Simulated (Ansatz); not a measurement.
System: SnSe2 (layers cut from the bulk crystal).

The cell holds 3 atoms: 2 Se and 1 Sn. Cell: a = 3.827 Å, b = 3.827 Å, c = 29.600 Å, α = 90.0°, β = 90.0°, γ = 120.0°. It derives from SnSe2. Vacuum lies along c.

```xyz
3
Lattice="3.8274 0.0000 0.0000 -1.9137 3.3146 0.0000 0.0000 0.0000 29.6000" Properties=species:S:1:pos:R:3
Se    0.0000    2.2098   13.2009
Sn    0.0000    0.0000   14.8000
Se    1.9137    1.1049   16.3991
```

The structure was relaxed with PBE-D3(BJ). At the settings of the band run the largest force is still 0.08 eV/Å. The runs that relaxed it are not among those shown.

Gaps computed with Ansatz 0.2.0 without a self-energy: PBE 0.77 eV and HSE06 1.41 eV.

Estimate the G0W0@PBE gap with 6×6×1 mesh, 446 empty bands, screening to 65 eV, PAW set soft_1 files.

About 1.69 eV: on its mesh the run moves the gap from 0.78 eV by +0.92 eV, and the mesh misses the edges by 0.01 eV. Among the scalar-relativistic levels given, HSE06 is nearest (−0.28 eV). Bands and cutoff are finite, so the gap is not at the basis limit. The miss can reach some tenths of an eV and take either sign; the mesh is an error of its own. The mesh in the plane is coarse for a sheet; gap and any exciton binding can still move on denser ones. The many-body steps are scalar-relativistic: spin-orbit coupling is not in them.

[Paths, hosts, dates, memory and timing lines, banners, echoed tables and standing remarks are left out of the program output.]

[Logs are printed without paths, hosts, clocks, repeated set-up lines and the standing remarks that a program may print on its own settings, such as how far it seeks lower states.]

[Runs of the session that timed out or met a known fault of the program may be left out.]

[Cells called generated may have been cut or substituted from an entry of the Crystallography Open Database or the Materials Project.]

[Hosts, paths, dates, database ids (printed as entryN), source tags and the programs' standing remarks are cut or masked in the printed files.]
